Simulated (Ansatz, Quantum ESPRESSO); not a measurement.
**Nb and the effect of the pressure**

The cell as given:

Space group Im-3m (No. 229). a = 3.328 Å, b = 3.328 Å, c = 3.328 Å, α = 90.00°, β = 90.00°, γ = 90.00°
```csv
atom,site,symmetry,x,y,z
Nb,2a,m-3m,0.0000,0.0000,0.0000
```

Kept alike: task relaxation of cell and atoms; functional PBEsol; k mesh 11 × 11 × 11; occupations fermi-dirac, width 0.05 eV; no spin polarisation. Program: Quantum ESPRESSO, SSSP 1.3 efficiency PBE, cutoff 857 eV. The mesh is that of the run's cell of 1 atom. No spin-orbit coupling.

```tsv
pressure, P (GPa)	volume (Å³/atom)
0	17.602
2	17.412
5	?
10	16.724
20	15.996
```

The relaxations keep at least the cell's symmetry (Im-3m). For a metal such a mesh leaves the last digits unconverged. Runs of this series that gave no sound value for these columns are left out. The runs follow the start's structure, whether or not it is the stable one at these pressures. P is the pressure aimed at, which the runs meet within some hundredths to tenths of a GPa. All rows use potentials made for PBE.

Question: Fit the rows shown and predict the run at 5 GPa.

Answer: Murnaghan's form V = V0 (1 + B′P/B0)^(-1/B′) through the rows shown has V0 = 17.6021, B0 = 181.2 GPa and B′ = 2.92 (largest miss 0.0001); at P = 5 it gives 17.141 Å³/atom. The run gave: volume 17.141 Å³/atom.
